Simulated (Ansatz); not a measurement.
**Reading a calculation: CdSe**

**The experiment.** The Crystallography Open Database holds a cell as deposited of hexagonal CdSe (space group P6_3mc), temperature not stated (1993, doi:10.1103/PhysRevB.48.4335): a, c = 4.298, 7.015 Å, 28.06 Å³/atom.

From “Alloy Disordering Effects on the Thermal Conductivity and Energy Gap Temperature Dependence of Cd1−xZnxSe Ternary Crystals Grown by the Bridgman Method”, 2023, pmc:10253836, for a bulk crystal of CdSe at 300 K: band gap 1.74 ± 0.003 eV (an exciton energy, a little under the gap).

Method: r²SCAN, scalar-relativistic; no spin polarisation; PAW, 500 eV, 10×10×6 k-mesh, Gaussian smearing of 0.05 eV; code Ansatz. The datasets are Ansatz's generated set soft_2.

The chain of runs began from a cell as deposited in COD, expanded in volume. Of that entry: the entry's cell lengths or inner coordinates differ somewhat from later room-temperature determinations.

The relaxed structure (symmetry read at 0.01 Å). The structure is hexagonal, space group P6_3mc (No. 186). The conventional cell has a = 4.339 Å, b = 4.339 Å, c = 7.081 Å, α = 90.00°, β = 90.00°, γ = 120.00°. Cd (site symmetry 3m) has 4 Se at 2.66 Å as nearest neighbours. Around Se (site symmetry 3m) lie 4 Cd at 2.66 Å. (Neighbours are counted to 15 % beyond the shortest distance.)

Problem. Should it be a metal or an insulator?

Solution. Formal charges Cd²⁺, Se²⁻ balance and leave closed shells on every ion, so a band insulator is expected, and the gap is 1.10 eV.

Problem. What kind of gap is it?

Solution. It is direct, 1.10 eV. Within 0.6 eV of the edges the projected states are 94 % Se 4p at the top of the valence band and 64 % Cd 5s at the bottom of the conduction band. The lowest excitation takes an electron from Se back to Cd, as in polar semiconductors.

Problem. What fixes the bond lengths?

Solution. Shannon's ionic radii give a check on the bond lengths: Cd²⁺ with 4 neighbours 0.78 Å + Se²⁻ 1.98 Å (six-fold value) = 2.76 Å against a computed mean of 2.66 Å. The largest miss is -4 %; bonds shorter than the sum are usual where the bond is partly covalent, as with large, soft anions.

Problem. How ionic is it?

Solution. Bader charges against formal ones: Cd +0.83 (+2), Se −0.83 (−2). The cations give up 41 % of the formal charge; Bader charges stay under formal ones because the anions' density reaches into the cations' basins, the more so the higher the formal charge and the softer the anion.

All results together:

```
Volume                                                : 28.86 Å³/atom
Band gap                                              : 1.10 eV
Smallest direct gap                                   : 1.10 eV
Bader charges                                         : Cd 0.83; Se -0.83 e
Formation energy from the elements (0 K, uncorrected) : -0.76 eV/atom
```

**Comparison.** The computed cell (4.339, 7.081 Å, 28.86 Å³/atom) differs from the database's by +2.8 % in volume, about +0.9 % in length. The static lattice lacks zero-point motion and thermal expansion, so this level's own overestimate is larger than the figure. Against the measured gap of CdSe, 1.74 eV (an exciton energy, a little under the gap; 300 K; “Alloy Disordering Effects on the Thermal Conductivity and Energy Gap Temperature Dependence of Cd1−xZnxSe Ternary Crystals Grown by the Bridgman Method”, 2023, pmc:10253836), the calculated 1.10 eV is off by -0.64 eV. Kohn–Sham gaps of semilocal functionals mostly fall below measured ones. Temperature and excitons aren't in the calculation.

Kohn–Sham gaps of semilocal functionals lie under measured ones, often by a third or more.
